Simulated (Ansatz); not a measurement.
# WC: further runs on a relaxed guess

Aim: for this structure of WC, see whether it has a gap, which orbitals make up the states near it and how charge is shared.

Computed with Ansatz 0.2.0 (DFT PBE, scalar-relativistic, plane waves, PAW, unless a step's input says otherwise).

1 further run of the same task is left out (set aside as unsound or not needed).

## Step 1: Starting point

It takes space group F-43m (No. 216, cubic). Conventional cell: a = 4.699 Å, b = 4.699 Å, c = 4.699 Å, α = 90.00°, β = 90.00°, γ = 90.00°. W (site symmetry -43m) is surrounded by 4 C at 2.03 Å. Around C (site symmetry -43m) lie 4 W at 2.03 Å.

Structure file:

```cif
data_structure
_symmetry_space_group_name_H-M 'F-43m'
_symmetry_Int_Tables_number 216
_cell_length_a 4.6986
_cell_length_b 4.6986
_cell_length_c 4.6986
_cell_angle_alpha 90.000
_cell_angle_beta 90.000
_cell_angle_gamma 90.000
_cell_volume 103.73
loop_
_atom_site_label
_atom_site_type_symbol
_atom_site_symmetry_multiplicity
_atom_site_Wyckoff_symbol
_atom_site_fract_x
_atom_site_fract_y
_atom_site_fract_z
_atom_site_occupancy
W1 W 4 a 0.00000 0.00000 0.00000 1
C1 C 4 d 0.25000 0.25000 0.75000 1
```

The cell was relaxed beforehand at this level, from a database cell with other species swapped in; it needn't be the stable form of this composition. At a tolerance of 0.05 Å it has space group F-43m (No. 216); it has 12.97 Å³/atom, an uncorrected energy of +0.53 eV/atom over the elements.

## Step 2: Static run: bands, density of states and charges

Contents of input.yaml:

```yaml
crystal:
  lattice:
    - [0.0, 2.34929896, 2.34929896]
    - [2.34929896, 0.0, 2.34929896]
    - [2.34929896, 2.34929896, 0.0]
  atoms:
    - { symbol: W, position: [0.0, 0.0, 0.0] }
    - { symbol: C, position: [0.25, 0.25, 0.25] }
basis:
  ecutwfc: 420
kpoints:
  mp_grid: { grid: [20, 20, 20] }
  band_path:
    path:
      - [[0.0, 0.0, 0.0], [-0.5, -0.5, 0.0], [-0.375, -0.375, 0.25]]
      - [[-0.375, 0.0, 0.375], [0.0, 0.0, 0.0], [0.0, 0.0, 0.5], [-0.5, -0.25, 0.25], [-0.5, -0.5, 0.0]]
    npoints: 14
hamiltonian:
  xc: pbe
scf:
  occupations: { method: gaussian, width: 0.1 }
  n_extra_bands: 6
output:
  forces: true
  stress: true
  eigenvalues: true
  populations: true
  dos: { projected: true, de: 0.02, nscf_kmesh: { grid: [24, 24, 24] } }
  bader: true
  write_density: true
  write_potential: true
  elf: true
  volumetric_format: npy
```

On the command line:

```console
$ ansatz run input.yaml --threads 1 --pin off --max-ram 2560MiB --backend cpu --events-out ev --progress --plain --runs-dir out
```

The log of the run:

```text
Warning: RAYON_NUM_THREADS=1 ignored (pool sized by the plan → 1); use --threads N
scf.n_extra_bands = 6 over 9 filled bands (N_el = 18.0): the run solves 15 bands
Engine: ansatz 0.2.0, x86_64-unknown-linux-gnu
Pseudopotentials: kind: paw
Pseudopotential: W, paw, valence charge 14, recommended cutoff 420 eV (normal), W.paw.azcp
Pseudopotential: C, paw, valence charge 4, recommended cutoff 420 eV (normal), C.paw.azcp
Functional definition: PBE
  parameter kappa = 0.804
  parameter beta = 0.06672455060314922
  exchange = pbe_x(kappa = kappa, mu = beta*pi^2/3)
  correlation = pbe_c(beta = beta)
Crystal: 2 atoms, lattice volume = 25.933 Å³
Basis set: ecut = 420 eV, 531 PW (Γ), exchange–correlation on 48×48×48 points (8 copies of the dense FFT grid, shifted against one another)
Bands: 15, of which v1, the nominal top of the filled ones, is band 9 counted from 1 (8 counted from 0)
Symmetry: 24 space group operations
Space group: F-43m (ITA 216), of the structure as read, at distance tolerance 3.0e-5 Å
k-points: 256 of 8000 (time reversal used)
Non-local potential: W, projectors of the file, l = 0: 3, l = 1: 2, l = 2: 2, l = 3: 1
Non-local potential: C, projectors of the file, l = 0: 2, l = 1: 2, l = 2: 1
PAW form: soft (Blöchl's): semilocal exchange-correlation on the pseudo side does not see the compensation charge
PAW one-centre angular grid: W, 590 points (default); XC on 64 Gauss nodes
PAW one-centre angular grid: C, 110 points (default); XC on 64 Gauss nodes
Initial density: superposition of atomic densities (neutral atoms: chi_scale 0, normalization atom), corrected by the library's trained network
Initial wavefunctions: pseudopotential atomic-orbital guess
Functional: x = pbe(κ = 0.804, μ = 0.2195149727645171), c = pbe(β = 0.06672455060314922)
SCF iter   1: F=—  HF=-10634.704036 eV  |F-HF|=—  |Δ(HF+E_count)|=         —  Δρ=3.98e-3  dr2=2.48e-3  ethr=1.77e-3  ⟨swp⟩=5.0  Hψ=20587  notcnv=0  defer=51
preconditioner: auto → none  [metal: Δε(μ)=0.006 eV  Ē_g=11.176 eV  σ=0.100 eV  W_gap=0.03  n_scr=8 (ndim 8)  ℏωp=23.1 eV  f_vac=0.000  D(μ)=1.15/eV (n_scr^D=14)  sad-step TF]
SCF iter   2: F=—  HF=-10634.704486 eV  |F-HF|=—  |Δ(HF+E_count)|=   4.50e-4  Δρ=2.49e-3  dr2=1.27e-3  ethr=1.38e-5  ⟨swp⟩=1.3  Hψ=6079  notcnv=0  defer=51
SCF iter   3: F=—  HF=-10634.704561 eV  |F-HF|=—  |Δ(HF+E_count)|=   7.47e-5  Δρ=2.41e-4  dr2=4.00e-6  ethr=7.03e-6  ⟨swp⟩=2.1  Hψ=4528  notcnv=0  defer=51
SCF iter   4: F=—  HF=-10634.704565 eV  |F-HF|=—  |Δ(HF+E_count)|=   4.07e-6  Δρ=3.49e-5  dr2=2.38e-7  ethr=2.22e-8  ⟨swp⟩=2.4  Hψ=5309  notcnv=0  defer=51
iter 5 did not close the SCF: its close was put off for the readings that it lacked (scf_convergence_deferred on its scf_iter line)
SCF iter   5: F=-10634.704565 eV  HF=-10634.704565 eV  |F-HF|=1.31e-9  |Δ(HF+E_count)|=   5.33e-8  Δρ=5.16e-6  dr2=4.70e-9  ethr=1.32e-9  ⟨swp⟩=2.2  Hψ=4946  notcnv=0  defer=51
SCF iter   6: F=-10634.704565 eV  HF=-10634.704565 eV  |F-HF|=1.15e-10  |Δ(HF+E_count)|=   3.55e-9  Δρ=7.07e-7  dr2=4.21e-11  ethr=2.61e-11  ⟨swp⟩=8.7  Hψ=21970  notcnv=0
SCF 1 converged in 6 iterations: F = -10634.704565 eV  dr2 = 4.21e-11
NSCF: frozen V_eff on 86 k-points
NSCF: frozen V_eff on 413 k-points
SCF converged after 6 iterations
Free energy (F): -10634.704565 eV
Harris-Foulkes:  -10634.704565 eV  (|F-HF|=1.15e-10)
Internal energy: -10634.698826 eV  (E = F + TS)
E sigma→0 (E₀):  -10634.701696 eV
Entropy (-TS):   -0.005739 eV (-2.869 meV/atom)
Fermi energy:    16.487813 eV
--- Per-component energies (eV) ---
  E_band       = -142.371347
  E_kinetic    = 538.005355
  E_local      = -916.211800  (includes V_loc(G=0)·N_el)
  E_nonlocal   = 27.976076
  E_hartree    = 318.155870
  E_xc         = -314.120765
  E_vxc        = -297.150697  (∫ρ·V_xc dr)
  E_paw        = -8661.459304  (= ΣΔE_a)
  E_vpaw       = -131.301980  (= ΣTr[D̂ρ^β])
  E_aug_tail   = -0.000073  (compensation charges beyond the density's cutoff)
  E_ewald      = -1627.044184
  E_smearing   = -0.005739  (= −TS)
  E_closure    = 0.000000  (closes the sum)
  Σ components = -10634.704565   (vs F -10634.704565, Δ=0.00e0)
--- Forces (eV/Å), atoms counted from 1 ---
  atom   1  W      0.00000000    -0.00000000     0.00000000
  atom   2  C     -0.00000000     0.00000000     0.00000000
  max |Σ_I F_I| component: 1.48e-16 eV/Å
--- Stress (GPa, compression-positive) ---
       -0.002125      -0.000000      -0.000000
       -0.000000      -0.002125      -0.000000
       -0.000000      -0.000000      -0.002125
  P = ⅓ Tr σ = -0.0021 GPa (-0.021 kbar)
--- Band table (eV; the first three rows and the last of 256) ---
  k-point 0: bands = ["-58.1969", "-22.3669", "-22.3669", "-22.3669", "2.7679", "10.8610", "10.8610", "10.8610", "16.4487", "16.4487", "19.1559", "24.0402", "24.0402", "24.0402", "30.5115"]
  k-point 1: bands = ["-58.1965", "-22.3746", "-22.3681", "-22.3681", "2.8156", "10.8172", "10.8868", "10.8868", "16.4201", "16.4201", "19.2764", "23.9514", "24.0793", "24.0793", "29.9775"]
  k-point 2: bands = ["-58.1955", "-22.3968", "-22.3714", "-22.3714", "2.9548", "10.7015", "10.9603", "10.9603", "16.3483", "16.3483", "19.6095", "23.7118", "24.1653", "24.1653", "28.8572"]
  k-point 255: bands = ["-58.1780", "-22.5939", "-22.5513", "-22.4850", "5.4263", "10.5610", "11.7732", "13.4178", "14.4637", "16.6178", "18.1657", "20.1162", "22.0220", "28.7084", "28.7846"]
--- Löwdin populations: 2 sites ---
  site symbol       q [e]
     0      W     13.1370
     1      C      4.7766
  spilling = 0.004802 (of n_electrons = 18.000000)
--- Bader charges: 2 sites ---
  site symbol  charge [e]  shift [e]
     0      W      1.5294     0.0011
     1      C     -1.5294     0.0011
  estimated error of the sums over rays = 3.8e-4 e
```

Run time: 34 s. Hardware: 1 thread of Intel Xeon Platinum 8488C (Sapphire Rapids), shared host; peak memory 0.46 GiB.

Per atom:

```
atom  Löwdin electrons  Bader charge (e)  Bader volume (Å³)
  W1             13.14             +1.53               14.1
  C2              4.78             -1.53               11.8
```

From bands.tsv, the levels nearest the Fermi level at the path's corners, in eV from the Fermi level:

| point | band 6 | band 7 | band 8 | band 9 | band 10 | band 11 | band 12 | band 13 |
| --- | --- | --- | --- | --- | --- | --- | --- | --- |
| Γ | -5.63 | -5.63 | -5.63 | -0.04 | -0.04 | 2.67 | 7.55 | 7.55 |
| X | -7.32 | -2.69 | -2.69 | -2.11 | 1.52 | 1.81 | 2.75 | 2.75 |
| U | -6.47 | -3.55 | -3.43 | -2.39 | 0.48 | 1.70 | 4.39 | 4.43 |
| K | -6.47 | -3.55 | -3.43 | -2.39 | 0.48 | 1.70 | 4.39 | 4.43 |
| Γ | -5.63 | -5.63 | -5.63 | -0.04 | -0.04 | 2.67 | 7.55 | 7.55 |
| L | -5.58 | -4.92 | -4.92 | 0.81 | 0.81 | 1.17 | 5.03 | 5.03 |
| W | -5.93 | -4.71 | -3.07 | -2.02 | 0.13 | 1.68 | 3.63 | 5.53 |
| X | -7.32 | -2.69 | -2.69 | -2.11 | 1.52 | 1.81 | 2.75 | 2.75 |

Counts of states by energy window (eV from the Fermi level), total and by projection:

```csv
from,to,total,W 5d,C 2p
-7,-6,1.19,0.52,0.54
-6,-5,1.69,0.75,0.83
-5,-4,1.91,0.89,0.95
-4,-3,0.89,0.32,0.53
-3,-2,0.51,0.27,0.19
-2,-1,0.79,0.60,0.12
-1,0,0.89,0.80,0.06
0,1,1.83,1.66,0.11
1,2,1.36,0.95,0.24
2,3,0.39,0.20,0.13
3,4,0.63,0.30,0.15
4,5,1.19,0.59,0.31
5,6,1.35,0.66,0.51
```

A further 10 or so states lie below the table's range.

Axes a, b and c in the maps are those of this run's conventional cell (a, b, c = 4.699, 4.699, 4.699 Å).

Density in a lattice plane of the grid's cell (edges 4.70 and 4.70 Å, at 0.000 of the third edge), which holds W.

Ten even steps from '0' (0.06 e/Å³) to '9' (5.31 e/Å³):
```
899620000000000000002699
886410000000000000001468
443110000000000000001134
111000000000000000000011
000000000000000000000000
000000000011111000000000
000000001134443110000000
000000001468886410000000
000000002699899620000000
000000013798689731000000
000000002699899620000000
000000001468886410000000
000000001134443110000000
000000000011111000000000
000000000000000000000000
111000000000000000000011
443110000000000000001134
886410000000000000001468
899620000000000000002699
689731000000000000013798
```
Columns run along the first of these edges and rows up along the second, over one cell in 24 and 20 even steps from the bottom left corner. Atoms in the plane (fractional): W at (0.00, 0.00), W at (0.50, 0.50).

ELF in the same plane.

Values, 12 rows by 12 columns:
```
0.56 0.72 0.39 0.17 0.20 0.10 0.05 0.10 0.20 0.17 0.39 0.73
0.54 0.39 0.22 0.39 0.39 0.20 0.12 0.20 0.39 0.39 0.22 0.39
0.13 0.17 0.39 0.55 0.39 0.17 0.13 0.17 0.39 0.55 0.39 0.17
0.12 0.20 0.39 0.39 0.22 0.39 0.54 0.39 0.22 0.39 0.39 0.20
0.05 0.10 0.20 0.17 0.39 0.72 0.56 0.72 0.39 0.17 0.20 0.10
0.03 0.05 0.12 0.13 0.54 0.56 0.00 0.56 0.54 0.13 0.12 0.05
0.05 0.10 0.20 0.17 0.39 0.73 0.56 0.72 0.39 0.17 0.20 0.10
0.12 0.20 0.39 0.39 0.22 0.39 0.54 0.39 0.22 0.39 0.39 0.20
0.13 0.17 0.39 0.55 0.39 0.17 0.13 0.17 0.39 0.55 0.39 0.17
0.54 0.39 0.22 0.39 0.39 0.20 0.12 0.20 0.39 0.39 0.22 0.39
0.56 0.72 0.39 0.17 0.20 0.10 0.05 0.10 0.20 0.17 0.39 0.72
0.00 0.56 0.54 0.13 0.12 0.05 0.03 0.05 0.12 0.13 0.54 0.56
```
Columns run along the first of these edges and rows up along the second, over one cell in 12 and 12 even steps from the bottom left corner. Atoms in the plane (fractional): W at (0.00, 0.00), W at (0.50, 0.50).

Both are smooth fields of the valence electrons: close to the nuclei they are not physical.

Maxima of ELF outside the ion cores: 0.79 in the shell around C, 0.7 Å from C.

## Step 3: Changed: mp_grid.grid [7, 7, 7]

Contents of input.yaml:

```yaml
crystal:
  lattice:
    - [0.0, 2.34929896, 2.34929896]
    - [2.34929896, 0.0, 2.34929896]
    - [2.34929896, 2.34929896, 0.0]
  atoms:
    - { symbol: W, position: [0.0, 0.0, 0.0] }
    - { symbol: C, position: [0.25, 0.25, 0.25] }
basis:
  ecutwfc: 420
kpoints:
  mp_grid: { grid: [7, 7, 7] }
hamiltonian:
  xc: pbe
scf:
  occupations: { method: gaussian, width: 0.1 }
output:
  forces: true
  eigenvalues: true
  stress: true
```

On the command line:

```console
$ ansatz run input.yaml --threads 1 --pin off --max-ram 2560MiB --backend cpu --events-out ev --progress --plain --runs-dir out
```

The log of the run, cut to the lines that bear on the results:

```text
Warning: RAYON_NUM_THREADS=1 ignored (pool sized by the plan → 1); use --threads N
[...]
Pseudopotentials: kind: paw
Pseudopotential: W, paw, valence charge 14, recommended cutoff 420 eV (normal), W.paw.azcp
Pseudopotential: C, paw, valence charge 4, recommended cutoff 420 eV (normal), C.paw.azcp
Functional definition: PBE
[...]
Crystal: 2 atoms, lattice volume = 25.933 Å³
Basis set: ecut = 420 eV, 531 PW (Γ), exchange–correlation on 48×48×48 points (8 copies of the dense FFT grid, shifted against one another)
Bands: 13, of which v1, the nominal top of the filled ones, is band 9 counted from 1 (8 counted from 0)
Symmetry: 24 space group operations
Space group: F-43m (ITA 216), of the structure as read, at distance tolerance 3.0e-5 Å
k-points: 20 of 343 (time reversal used)
[...]
SCF iter   1: F=—  HF=-10634.705748 eV  |F-HF|=—  |Δ(HF+E_count)|=         —  Δρ=4.62e-3  dr2=2.48e-3  ethr=1.77e-3  ⟨swp⟩=5.0  Hψ=1299  notcnv=0
[...]
SCF iter   6: F=-10634.706842 eV  HF=-10634.706842 eV  |F-HF|=3.09e-11  |Δ(HF+E_count)|=  8.71e-10  Δρ=4.37e-7  dr2=2.25e-11  ethr=9.54e-12  ⟨swp⟩=1.9  Hψ=785  notcnv=0
[...]
SCF converged after 6 iterations
Free energy (F): -10634.706842 eV
[...]
E sigma→0 (E₀):  -10634.705134 eV
Entropy (-TS):   -0.003415 eV (-1.708 meV/atom)
Fermi energy:    16.484720 eV
[...]
--- Forces (eV/Å), atoms counted from 1 ---
  atom   1  W      0.00000000    -0.00000000     0.00000000
  atom   2  C     -0.00000000     0.00000000    -0.00000000
[...]
--- Stress (GPa, compression-positive) ---
       -0.124698      -0.000000      -0.000000
       -0.000000      -0.124698       0.000000
       -0.000000       0.000000      -0.124698
  P = ⅓ Tr σ = -0.1247 GPa (-1.247 kbar)
--- Band table (eV; the first three rows and the last of 20) ---
  k-point 0: bands = ["-58.1922", "-22.3628", "-22.3628", "-22.3628", "2.7643", "10.8586", "10.8586", "10.8586", "16.4508", "16.4508", "19.1530", "24.0382", "24.0382"]
[...]
```

It took 0.62 s on 1 thread of Intel Xeon Platinum 8488C (Sapphire Rapids), shared host; peak memory 0.34 GiB.

```
    run     ending  energy change  pressure (GPa)  gap (eV)  force (eV/Å)  cycles    time
 step 2  converged              0             0.0      0.00          0.00       6    34 s
variant  converged  -1.1 meV/atom            -0.1      0.00          0.00       6  0.62 s
```

Changing the k-point mesh moves the energy by -1.1 meV/atom. The energy is not variational in the mesh, so the sign tells nothing.

## Step 4: Outcome

```
                 quantity                 value
                      gap          none (metal)
states at the Fermi level  1.15 per eV per cell
            Bader charges    W +1.53, C -1.53 e
```

What this shows: There is no gap at this level. Of the projected weight within 0.25 eV of the Fermi level, the largest part is W 5d (93 %). Charge transfer between the atoms is strong (Bader charges up to 1.5 e). These runs have no spin-orbit coupling; with W it would split and shift bands.
